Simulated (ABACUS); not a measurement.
Runs of ABACUS 3.10.1 on MgSe. Symmetry: Fm-3m, No. 225, cubic system. Conventional cell: a = 5.451 Å, b = 5.451 Å, c = 5.451 Å, α = 90.00°, β = 90.00°, γ = 90.00°. Se (site symmetry m-3m) is surrounded by 6 Mg at 2.73 Å. Around Mg (site symmetry m-3m) lie 6 Se at 2.73 Å. 

```csv
task,level,potentials or basis,k mesh,cutoff (eV),radial cutoff of the potentials (pseudo_rcut),SCF threshold on the density,eigensolver,symmetry key,threshold of the eigensolver,gap on the mesh (eV),pressure (GPa),V0 of scaled cells (Å³/atom),B0 (GPa)
single point,PBE,"PseudoDojo NC SR 0.4.1 PBE standard, DZP LCAO (the cutoffs set its grid)",8 × 8 × 8,1361,10 bohr,1e-07,genelpa,1,-,1.73,3.0,-,-
single point,PBE,"PseudoDojo NC SR 0.4.1 PBE standard, plane waves",8 × 8 × 8,1184,10 bohr,1e-08,dav,1,-,1.82,(b),-,-
equation of state,PBE,"PseudoDojo NC SR 0.4.1 PBE standard, plane waves",8 × 8 × 8,1184,10 bohr,1e-08,dav,1,-,-,-,20.91,61
equation of state,PBE,"PseudoDojo NC SR 0.4.1 PBE standard, TZDP LCAO (the cutoffs set its grid)",8 × 8 × 8,1361,10 bohr,1e-07,genelpa,1,-,-,-,21.02,61
equation of state,PBE,"PseudoDojo NC SR 0.4.1 PBE standard, DZP LCAO (the cutoffs set its grid)",8 × 8 × 8,1361,10 bohr,1e-07,genelpa,1,-,-,-,21.18,60
single point,r2SCAN,"SG15 ONCV 1.2 PBE, plane waves",5 × 5 × 5,1374,7 bohr,1e-08,dav,1,-,(a),1.4,-,-
single point,PBE,"PseudoDojo NC SR 0.4.1 PBE standard, TZDP LCAO (the cutoffs set its grid)",8 × 8 × 8,1361,10 bohr,1e-07,genelpa,1,-,1.81,2.5,-,-
```

Alike in all rows: no spin polarisation; cell as given; smearing fermi-dirac 0.05 eV.

Task: Estimate the missing entries.

Result: (a) 2.86; (b) 2.1.

Caveats: the atomic orbitals were generated for these runs and aren't a published set (some runs); the basis of atomic orbitals isn't converged, which shifts pressures, moduli and gaps (some runs); the potentials were made for another functional, which shifts forces and pressure (some runs); an odd mesh through Γ misses points on the zone boundary, where band edges often lie (some runs).

A k mesh can miss the band edges, and the runs leave out spin-orbit coupling on Se.

Not every run made on this cell is shown here.
